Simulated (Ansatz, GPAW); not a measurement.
# Ballistic transport through ethane-1,2-dithiol between two Al chains, from relaxation to T(E), part 4 of 4

Wanted: T(E) of ethane-1,2-dithiol between two Al chains at a relaxed geometry in two programs, beside the unrelaxed structure.

GPAW 26.7.0 and Ansatz 0.2.0; Ansatz plane waves; relaxation of the junction with the lead ends held (the session's first sound run).

So far, open channels of the lead at the Fermi level (one spin): 2 in steps 3, 4, 5, 6 and 8.

### Step 10. Comparison

The curves are compared point by point over the common energies.

This step: comparison of transmission and cost over codes, levels and geometry (GPAW 26.7.0).

Ladder, by row:

| step | code | T at the Fermi level (sum over the listed spins) | conductance (G0) | r.m.s. T(E) from the first | wall time (s) | peak memory (GiB) | threads |
| --- | --- | --- | --- | --- | --- | --- | --- |
| pw-pbe | Ansatz | 0.003289 | 0.003288 | 0 | 92.47 | 2.763 | 4 |
| dzp | GPAW | 0.002228 | 0.002217 | 0.008617 | 125.4 | 1.32 | 1 |
| szp | GPAW | 0.00293 | 0.002908 | 0.01218 | 115.1 | 1.29 | 1 |
| sz | GPAW | 0.003542 | 0.003528 | 0.0204 | 78.72 | 1.17 | 1 |
| dzp-RPBE | GPAW | 0.001986 | 0.001978 | 0.01083 | 148.2 | 1.32 | 1 |
| asbuilt | GPAW | 0.09148 | 0.09002 | 0.03689 | 114.2 | 1.32 | 1 |

Transmission, zone mean, sum over the listed spins against energy, zero at the Fermi level:

| energy (eV) | pw-pbe | dzp | szp | sz | dzp-RPBE | asbuilt |
| --- | --- | --- | --- | --- | --- | --- |
| -2.0000 | 0.00588 | 0.00548 | 0.00355 | 0.00827 | 0.00665 | 4.8e-5 |
| -1.7500 | 0.0221 | 0.0252 | 0.0194 | 0.137 | 0.0261 | 4.0e-5 |
| -1.6500 | 0.0288 | 0.0350 | 0.0190 | 1.2e-9 | 0.0359 | 8.5e-5 |
| -1.6250 | 0.0285 | 0.0353 | 0.0164 | 2.4e-10 | 0.0363 | 9.4e-5 |
| -1.5000 | 0.00861 | 0.0128 | 0.00186 | 1.8e-12 | 0.0137 | 1.2e-4 |
| -1.2500 | 1.6e-5 | 2.0e-11 | 3.0e-12 | 2.7e-14 | 1.1e-11 | 5.8e-12 |
| -1.0000 | 0 | 2.6e-12 | 2.6e-12 | 4.7e-13 | 1.9e-12 | 1.2e-13 |
| -0.7500 | 0 | 2.3e-10 | 8.3e-9 | 1.3e-9 | 1.2e-10 | 5.1e-14 |
| -0.5000 | 0 | 2.7e-13 | 9.3e-14 | 3.4e-13 | 2.4e-13 | 1.7e-13 |
| -0.2500 | 7.1e-4 | 5.0e-4 | 6.2e-4 | 8.5e-4 | 4.6e-4 | 0.0486 |
| 0.0000 | 0.00329 | 0.00223 | 0.00293 | 0.00354 | 0.00199 | 0.0915 |
| 0.2500 | 0.00603 | 0.00385 | 0.00497 | 0.00612 | 0.00350 | 0.0748 |
| 0.5000 | 0.00887 | 0.00627 | 0.00842 | 0.00884 | 0.00583 | 0.0638 |
| 0.7500 | 0.0124 | 0.0114 | 0.0177 | 0.0164 | 0.0105 | 0.0520 |
| 1.0000 | 0.0189 | 0.0205 | 0.0335 | 0.0221 | 0.0169 | 0.0309 |
| 1.2500 | 0.0211 | 0.0236 | 0.0413 | 0.0263 | 0.0215 | 0.0365 |
| 1.5000 | 0.0226 | 0.0230 | 0.0453 | 0.0290 | 0.0204 | 0.0436 |
| 1.7500 | 0.0465 | 0.0329 | 0.0690 | 0.0365 | 0.0280 | 0.0525 |
| 2.0000 | 0.123 | 0.0732 | 0.159 | 0.0645 | 0.0615 | 0.0636 |

### Step 11. Smearing 0.2, basis sz(dzp), grid spacing 0.22: width = 0.2, basis = "sz(dzp)" and h = 0.22

Smearing helps the SCF of a metal converge, but it blurs occupations at band edges near the Fermi level. A smaller basis is cheaper in every inversion. The real-space grid carries density and potential; a coarse one breaks translation symmetry along the lead and scatters electrons that should pass.

This step: GPAW LCAO, PAW setups; Landauer transmission from Green's functions with principal layers (ASE), zero bias (GPAW 26.7.0).

run.py

```python
import json
import numpy as np
from ase import Atoms
from ase.transport.calculators import TransportCalculator
from gpaw import GPAW, FermiDirac
from gpaw.lcao.tools import get_lcao_hamiltonian
from scipy.linalg import eigh

# The junction with lead layers at both ends, along the third cell vector
device = Atoms(
    ['Al', 'Al', 'Al', 'Al', 'Al', 'Al', 'Al', 'S', 'H', 'H', 'C', 'C', 'H', 'H', 'S', 'Al', 'Al', 'Al', 'Al', 'Al', 'Al', 'Al'],
    positions=[
        [4.67945, 4.50000, 1.20000],
        [4.67945, 4.50000, 3.60000],
        [4.67945, 4.50000, 6.00000],
        [4.67945, 4.50000, 8.40000],
        [4.67945, 4.50000, 10.80000],
        [4.53144, 3.02830, 12.88256],
        [4.58401, 4.28832, 15.16294],
        [4.28383, 3.36748, 17.16912],
        [6.08327, 3.99035, 19.43918],
        [4.82097, 5.62293, 17.99666],
        [4.32136, 4.74079, 18.41753],
        [5.04541, 4.25920, 19.67128],
        [4.54587, 3.37668, 20.09158],
        [3.28331, 5.00933, 18.64905],
        [5.08412, 5.63157, 20.91979],
        [4.77606, 4.71206, 22.92530],
        [4.83122, 5.96944, 25.20684],
        [4.67945, 4.50000, 27.29057],
        [4.67945, 4.50000, 29.69057],
        [4.67945, 4.50000, 32.09057],
        [4.67945, 4.50000, 34.49057],
        [4.67945, 4.50000, 36.89057]],
    cell=[[9.3589, 0.0, 0.0], [0.0, 9.0, 0.0], [0.0, 0.0, 38.09057]],
    pbc=True)

# One principal layer of the lead: the first 4 atoms of the device
lead = Atoms(
    ['Al', 'Al', 'Al', 'Al'],
    positions=[
        [4.67945, 4.50000, 1.20000],
        [4.67945, 4.50000, 3.60000],
        [4.67945, 4.50000, 6.00000],
        [4.67945, 4.50000, 8.40000]],
    cell=[[9.3589, 0.0, 0.0], [0.0, 9.0, 0.0], [0.0, 0.0, 9.6]],
    pbc=True)

settings = dict(mode='lcao', basis='sz(dzp)', xc='PBE', h=0.22,
                occupations=FermiDirac(0.2), maxiter=250,
                mixer=dict(beta=0.1, nmaxold=8, weight=100.0),
                convergence=dict(density=0.0001))
energies = np.arange(-2, 2 + 1e-9, 0.025)
eta = 0.0001
n1, n2 = 1, 1
# k and -k transmit alike, so half of the mesh across the current serves
mesh = [(i, j) for i in range(n1) for j in range(n2) if (i, j) <= (-i % n1, -j % n2)]
weights = np.array([1 if (i, j) == (-i % n1, -j % n2) else 2 for i, j in mesh]) / (n1 * n2)

# [... helper functions left out ...]
fermi_lead = ground_state(lead, (1, 1, 12), 'lead.txt')
fermi_device = ground_state(device, (1, 1, 2), 'device.txt')
# [... loop over the mesh left out, but for ...]
        # Shift the lead onto the potential of the device's first layer
        shift = ((H[:, 0, 0] - H0[:, 0, 0]) / S0[0, 0]).real.mean()
# [...]
kT = 8.617333e-5 * 300
bias = [0.1, 0.2, 0.5, 1.0, 1.5, 2.0]
# [... integrals and printing left out ...]
```

The run is started by

```sh
> OMP_NUM_THREADS=1 OPENBLAS_NUM_THREADS=1 python run.py
```

Log:

```text
basis functions: device 76, principal layer 16
Fermi level: lead -3.8253 eV, device -3.5079 eV; lead shifted by 0.0234 eV
largest coupling past the next layer 8.20e-16 eV, largest misfit of the first layer 0.056 eV
  E-E_F (eV)   T (one spin)  channels
    -2.000    3.9952e-03    1.0000
    -1.975    6.1606e-03    1.0000
    -1.950    8.7856e-03    1.0000
    -1.925    1.2088e-02    1.0000
    -1.900    1.6431e-02    1.0000
    -1.875    2.2447e-02    1.0000
    -1.850    3.1320e-02    1.0000
    -1.825    4.5526e-02    1.0000
    -1.800    7.1165e-02    1.0000
    -1.775    1.2785e-01    1.0000
    -1.750    3.1483e-01    1.0000
    -1.725    4.4440e-06    0.0000
    -1.700    3.0909e-08    0.0000
    -1.675    2.8714e-09    0.0000
    -1.650    5.5229e-10    0.0000
    -1.625    1.5190e-10    0.0000
[...]
1.825    3.8337e-02    3.0000
     1.850    4.0157e-02    3.0000
     1.875    4.2215e-02    3.0000
     1.900    4.4531e-02    3.0000
     1.925    4.7127e-02    3.0000
     1.950    5.0026e-02    3.0000
     1.975    5.3252e-02    3.0000
     2.000    5.6834e-02    3.0000
conductance at 300 K: 0.0028709 G0 a cell; thermopower -23.82 uV/K
current from the zero-bias T(E) at 0.1 V: 0.022256 uA
current from the zero-bias T(E) at 0.2 V: 0.044598 uA
current from the zero-bias T(E) at 0.5 V: 0.11383 uA
current from the zero-bias T(E) at 1.0 V: 0.2536 uA
current from the zero-bias T(E) at 1.5 V: 0.48559 uA
current from the zero-bias T(E) at 2.0 V: 0.84899 uA
```

The job ended after 47 s (1 thread of Arm Neoverse V1, shared host; peak memory 0.93 GiB).

Numbers from this step:

```yaml
conductance: 0.002871 G₀
thermopower: -23.82 μV/K
largest_coupling_past_the_next_principal_layer: 8.20e-16 eV
largest_misfit_of_the_first_principal_layer: 0.05616 eV
shift_that_aligns_the_lead: 0.02336 eV
basis_functions_of_the_junction: 76
basis_functions_of_a_principal_layer: 16
transmission_at_the_fermi_level_one_spin: 0.002869
```

One spin. Table of transmission, zone mean by energy, zero at the Fermi level:

| energy (eV) | transmission, zone mean |
| --- | --- |
| -2.000 | 0.00400 |
| -1.900 | 0.0164 |
| -1.800 | 0.0712 |
| -1.750 | 0.315 |
| -1.700 | 3.1e-8 |
| -1.600 | 5.2e-11 |
| -1.500 | 1.9e-12 |
| -1.400 | 0 |
| -1.300 | 0 |
| -1.200 | 0 |
| -1.100 | 0 |
| -1.000 | 0 |
| -0.900 | 1.6e-12 |
| -0.800 | 8.9e-11 |
| -0.700 | 4.3e-10 |
| -0.600 | 1.1e-12 |
| -0.500 | 1.8e-12 |
| -0.400 | 3.1e-4 |
| -0.300 | 7.4e-4 |
| -0.200 | 0.00123 |
| -0.100 | 0.00196 |
| 0.000 | 0.00287 |
| 0.100 | 0.00382 |
| 0.200 | 0.00475 |
| 0.300 | 0.00577 |
| 0.400 | 0.00703 |
| 0.500 | 0.00857 |
| 0.600 | 0.0104 |
| 0.700 | 0.0145 |
| 0.800 | 0.0171 |
| 0.900 | 0.0194 |
| 1.000 | 0.0215 |
| 1.100 | 0.0234 |
| 1.200 | 0.0252 |
| 1.300 | 0.0266 |
| 1.400 | 0.0277 |
| 1.500 | 0.0285 |
| 1.600 | 0.0298 |
| 1.700 | 0.0322 |
| 1.800 | 0.0367 |
| 1.900 | 0.0445 |
| 2.000 | 0.0568 |

Crossings of the lead's bands, unfolded to its shortest repeat. Table of open channels, zone mean by energy, zero at the Fermi level:

| energy (eV) | open channels, zone mean |
| --- | --- |
| -2.000 | 1 |
| -1.900 | 1 |
| -1.800 | 1 |
| -1.700 | 0 |
| -1.600 | 0 |
| -1.500 | 0 |
| -1.400 | 0 |
| -1.300 | 0 |
| -1.200 | 0 |
| -1.100 | 0 |
| -1.000 | 0 |
| -0.900 | 0 |
| -0.800 | 0 |
| -0.700 | 0 |
| -0.600 | 0 |
| -0.500 | 0 |
| -0.400 | 2 |
| -0.300 | 2 |
| -0.200 | 2 |
| -0.100 | 2 |
| 0.000 | 2 |
| 0.100 | 2 |
| 0.200 | 2 |
| 0.300 | 2 |
| 0.400 | 2 |
| 0.500 | 2 |
| 0.600 | 2 |
| 0.700 | 3 |
| 0.800 | 3 |
| 0.900 | 3 |
| 1.000 | 3 |
| 1.100 | 3 |
| 1.200 | 3 |
| 1.300 | 3 |
| 1.400 | 3 |
| 1.500 | 3 |
| 1.600 | 3 |
| 1.700 | 3 |
| 1.800 | 3 |
| 1.900 | 3 |
| 2.000 | 3 |

Not self-consistent under bias; the bias window is split evenly. Current through one cell, from the zero-bias transmission against bias:

| bias (V) | current through one cell, from the zero-bias transmission (μA) |
| --- | --- |
| 0.100 | 0.0223 |
| 0.200 | 0.0446 |
| 0.500 | 0.114 |
| 1.000 | 0.254 |
| 1.500 | 0.486 |
| 2.000 | 0.849 |

Transmission of the three most open eigenchannels against energy, zero at the Fermi level:

| energy (eV) | channel 1 | channel 2 | channel 3 |
| --- | --- | --- | --- |
| -2.000 | 0.00400 | 0 | 0 |
| -1.800 | 0.0712 | 0 | 0 |
| -1.600 | 5.2e-11 | 0 | 0 |
| -1.400 | 0 | 0 | 0 |
| -1.200 | 0 | 0 | 0 |
| -1.000 | 0 | 0 | 0 |
| -0.800 | 8.9e-11 | 0 | 0 |
| -0.600 | 1.1e-12 | 0 | 0 |
| -0.400 | 3.1e-4 | 4.6e-7 | 3.9e-12 |
| -0.200 | 0.00122 | 4.6e-6 | 2.7e-12 |
| 0.000 | 0.00286 | 8.5e-6 | 4.6e-12 |
| 0.200 | 0.00475 | 2.4e-7 | 6.5e-10 |
| 0.400 | 0.00693 | 1.0e-4 | 1.4e-11 |
| 0.600 | 0.00890 | 0.00154 | 3.4e-10 |
| 0.800 | 0.00968 | 0.00728 | 1.6e-4 |
| 1.000 | 0.0145 | 0.00678 | 2.3e-4 |
| 1.200 | 0.0185 | 0.00638 | 2.9e-4 |
| 1.400 | 0.0216 | 0.00576 | 3.3e-4 |
| 1.600 | 0.0249 | 0.00457 | 3.1e-4 |
| 1.800 | 0.0330 | 0.00353 | 1.9e-4 |
| 2.000 | 0.0535 | 0.00323 | 7.1e-5 |

The conductance, 0.00287 G₀, lies 29 % above that of the dzp run.

### Step 12. Results

```
conductance                                        : 0.00222 G₀
transmission at the Fermi level, mean of the spins : 0.00223
thermopower                                        : -25.8 μV/K
open channels of the lead there                    : 2
```

What this shows: In the dzp basis the junction conducts 0.00222 G₀ at 300 K, with T = 0.00223 a spin at the Fermi level; no smaller basis tried comes within 10 % of that conductance. Relaxation moved atoms by up to 1.5 Å and took the conductance from 0.0900 to 0.00222 G₀, as a ratio a larger change than the step from dzp to the minimal basis. Plane waves (PBE) give T = 0.00329 there. The junction is in the tunnelling regime at the Fermi level. The negative thermopower says that the thermally weighted transmission is larger above the Fermi level, as for electron-like transport. Measured against the first run (pw-pbe), the nearest curve is that of dzp (r.m.s. 0.0086) and the farthest that of asbuilt (0.037). Over the compared runs wall time goes from 79 s (sz) to 148 s (dzp-RPBE), on a shared host; the plane-wave run used 4 threads and the orbital runs 1. Moves of this size go well beyond a change of bond lengths: the free chain atoms or the scatterer took up a new arrangement, and the name in the title describes the start. The leads kept an estimated spacing and the cell its length, so the junction may be under some tension or compression. Semilocal functionals put molecular levels too near the Fermi level, so such conductances usually come out too high, and chain electrodes have a sharper density of states than real ones. Energies count from the junction cell's Fermi level; in the run with T = 0.00223 there, the aligned lead's own level lies at 0.015 eV, where T interpolates to 0.00234; the finite cell leaves the answer open by at least that much. An evenly spaced straight chain is an idealisation: free chains tend to dimerise, zigzag or, where a band edge lies near the Fermi level, turn magnetic. The currents use the zero-bias T(E) throughout, which holds only while the bias is small against the distance to the nearest feature.

[Logs are printed without paths, hosts, clocks, repeated set-up lines and the standing remarks that a program may print on its own settings, such as how far it seeks lower states.]

[Hosts, paths, dates, database ids (printed as entryN), source tags and the programs' standing remarks are cut or masked in the printed files.]
